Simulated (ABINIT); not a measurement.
Crystal: Au.

```xyz
1
Lattice="0.0000 2.0350 2.0350 2.0350 0.0000 2.0350 2.0350 2.0350 0.0000" Properties=species:S:1:pos:R:3 pbc="T T T"
Au    0.0000    0.0000    0.0000
```

Base run:

```yaml
Program: ABINIT 10.8.3 (patched build)
Functional: PBE
Potentials_or_basis: PseudoDojo NC SR PBE v0.4 stringent
Cutoff: 1034 eV
k_mesh: 11 × 11 × 11
Occupations: fermi-dirac, width 0.05 eV
Spin: no spin polarisation
```

Its results: band gap on the k mesh none (metal or under the smearing width); pressure 10.3 GPa.

**Question.** The run is repeated on the same cell with these changes: potentials or basis from PseudoDojo NC SR PBE v0.4 stringent to SG15 NC PBE v1.2. What comes out?

**Answer.** Band gap on the k mesh none (metal or under the smearing width); pressure 10.9 GPa.

Caveats: spin-orbit coupling is left out, which moves the levels of the heavy elements.
